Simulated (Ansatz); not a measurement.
**Kick test of a cell of TiAl3**

It was relaxed at this level from a Materials Project cell.

These are results of Ansatz, DFT PBE, scalar-relativistic, plane waves, PAW, not measurements. Settings: cutoff 420 eV, Γ-centred mesh 12×12×12 on the computed 4-atom cell, Gaussian smearing of 0.10 eV; no spin polarisation.

The cell below (4 atoms, space group Pm-3m (No. 221)) is relaxed within its symmetry.

```
CELL_PARAMETERS angstrom
3.97999 0.00000 0.00000
0.00000 3.97999 0.00000
0.00000 0.00000 3.97999
ATOMIC_POSITIONS crystal
Ti 0.00000 0.00000 0.00000
Al 0.50000 0.50000 0.00000
Al 0.50000 0.00000 0.50000
Al 0.00000 0.50000 0.50000
```

For the test a repeat of it with 8 atoms (edges 3.98, 3.98, 7.96 Å) was strained at random (σ = 1.5 % a component), the atoms were moved at random (σ = 0.10 Å), and all was relaxed again on a coarse 6×6×4 mesh (in the run’s order of axes) with 0.20 eV smearing, with no symmetry imposed.

Problem. What happens?

Solution. It returns, within 1 meV/atom of the unmoved cell on that mesh and with the same symmetry when read at 0.1 Å (P4/mmm at 0.01 Å, so small strains and shifts remain). No instability shows in this cell; modes of other wave vectors, which need another repeat, aren't tested. Another cell of TiAl3 relaxed alike, in I4/mmm (a Materials Project cell), lies 29 meV/atom lower, so this cell isn't the stable form at this level.
